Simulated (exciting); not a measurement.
Input of an exciting (release sodium) run:

Contents of input.xml:

```xml
<input>
  <title>Sb</title>
  <structure speciespath="./" tshift="false">
    <crystal scale="1">
      <basevect>6.015122976608 -0.017304222123 -0.149792920721</basevect>
      <basevect>-0.017304222123 5.928463915985 -0.106833776730</basevect>
      <basevect>-0.149792920721 -0.106833776730 5.977052554101</basevect>
    </crystal>
    <species speciesfile="Sb.xml" rmt="2.3">
      <atom coord="0.003503000000 0.003065000000 -0.021741000000"/>
    </species>
  </structure>
  <groundstate do="fromscratch" ngridk="8 8 8" rgkmax="9" gmaxvr="14" lmaxapw="10" lmaxmat="10" lmaxvr="8" xctype="GGA_PBE" stype="Fermi Dirac" swidth="0.00183747" nempty="8" ValenceRelativity="iora*" epsengy="1e-05" epspot="1e-05" maxscl="60" tforce="true" outputlevel="normal"/>
  <properties>
    <chargedensityplot>
      <plot3d>
        <box grid="16 16 16">
          <origin coord="0 0 0"/>
          <point coord="1 0 0"/>
          <point coord="0 1 0"/>
          <point coord="0 0 1"/>
        </box>
      </plot3d>
    </chargedensityplot>
    <elfplot>
      <plot3d>
        <box grid="16 16 16">
          <origin coord="0 0 0"/>
          <point coord="1 0 0"/>
          <point coord="0 1 0"/>
          <point coord="0 0 1"/>
        </box>
      </plot3d>
    </elfplot>
    <exccplot>
      <plot3d>
        <box grid="16 16 16">
          <origin coord="0 0 0"/>
          <point coord="1 0 0"/>
          <point coord="0 1 0"/>
          <point coord="0 0 1"/>
        </box>
      </plot3d>
    </exccplot>
  </properties>
</input>
```

Potentials or basis: all-electron LAPW+lo, shipped species files, valence relativity iora*.

Launch:

```console
$ OMP_NUM_THREADS=1 exciting_smp
```

Question: What does it give for the band gap on the k mesh?

Answer: None (metal or under the smearing width).

 Spin-orbit coupling is left out, which matters for the levels of Sb.
